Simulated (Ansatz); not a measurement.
The system is Ta.

```
Ta
1.0
    -1.65128    1.65128    1.65128
     1.65128   -1.65128    1.65128
     1.65128    1.65128   -1.65128
Ta
1
Direct
  0.00000 0.00000 0.00000
```

```yaml
Program: Ansatz 0.2.0
Task: relaxation of cell and atoms
Functional: RPBE
Potentials_or_basis: all-electron LAPW, scalar-relativistic
Basis_error_allowed: 0.001 eV/atom
k_mesh: 11 × 11 × 11
Occupations: fermi-dirac, width 0.05 eV
Spin: no spin polarisation
```

At the start: volume 18.01 Å³/atom.

**Question.** Where does the relaxation end?

**Answer.** Over 4 steps the energy falls by 10.4 meV/atom and the volume is 18.58 Å³/atom (+3.2 %); space group Im-3m (No. 229, to 0.05 Å).

The path:
```tsv
step	energy change (eV)	largest force (eV/Å)	volume (Å³)
1	0.0000	0.0000	18.01
2	-0.0103	0.0000	18.65
3	-0.0104	0.0000	18.58
4	-0.0104	0.0000	18.58
```

Final structure:
```yaml
crystal:
  lattice:
    - [-1.66845, 1.66845, 1.66845]
    - [1.66845, -1.66845, 1.66845]
    - [1.66845, 1.66845, -1.66845]
  atoms:
    - { symbol: Ta, position: [0.00000, 0.00000, 0.00000] }
```
